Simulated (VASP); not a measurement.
Te, 3 atoms in the cell. Symmetry: P3_121, No. 152, trigonal system. Conventional cell: a = 4.311 Å, b = 4.311 Å, c = 5.974 Å, α = 90.00°, β = 90.00°, γ = 120.00°. Around Te (site symmetry 2) lie 6 Te at 2.92 to 3.34 Å. 

| Quantity | Value |
| --- | --- |
| Program | VASP 6.6.1 |
| Task | band structure |
| Functional | HSE06 |
| Potentials or basis | VASP PAW PBE potentials, release 64 (Te) |
| Cutoff | 520 eV |
| k mesh | 6 × 6 × 3 |
| Occupations | gaussian, width 0.03 eV |
| Spin | no spin polarisation |
| Grid for exact exchange (PRECFOCK) | Fast |
| Screening parameter | 0.2 1/A |
| Further INCAR settings | ALGO = Normal; EDIFF = 1e-06; NBANDS = 16 |

Potentials or basis: VASP PAW PBE potentials, release 64 (Te).

The run is started by

```bash
$ cat potpaw_PBE.64/Te/POTCAR > POTCAR
$ cp INCAR.step1 INCAR
$ mpirun -np 4 vasp_std > vasp.out
$ cp INCAR.step2 INCAR
$ mpirun -np 4 vasp_std > vasp.out
```

Hardware: 4 MPI ranks on Intel(R) Xeon(R) 6975P-C (Granite Rapids), with other jobs on the host.

Task: Estimate the wall time of this run.

Result: It took 4 min on 4 MPI ranks on Intel(R) Xeon(R) 6975P-C (Granite Rapids), with other jobs on the host, peak memory 0.36 GiB a rank. Counts: scf iterations 16, k points 17.
